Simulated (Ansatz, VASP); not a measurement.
# Two plane-wave programs on MgS

```
Mg S
1.0
     0.00000    2.78728    2.88968
     2.78728    0.00000    2.88968
     2.78728    2.78728    0.00000
Mg S
1 1
Direct
  0.00000 0.00000 0.00000
  0.25000 0.25000 0.25000
```

Change from the starting cell: epitaxial_xy strain -1.5%.

Alike in both runs: task single point; functional PBE; k mesh 8 × 8 × 8; occupations fermi-dirac, width 0.02 eV; no spin polarisation.

```csv
,VASP,Ansatz
version,VASP 6.6.1,Ansatz 0.2.0
potentials or method,"VASP PAW PBE potentials, release 64 (Mg, S)","plane waves, PAW"
plane-wave cutoff (eV),520,420
valence electrons in the cell,8,16
```

Ansatz gave:

| Property | Result |
| --- | --- |
| gap on the k mesh at the Fermi level (eV) | 3.48 |
| pressure (GPa) | 1.7 |
| largest component of the traceless stress (GPa) | 0.54 |

**Question.** What did VASP give for the same quantities?

**Answer.** gap on the k mesh at the Fermi level (eV): 3.47; pressure (GPa): 1.5; largest component of the traceless stress (GPa): 0.55.

The two sets of potentials don't hold the same shells in valence.

A k mesh can miss the band edges.
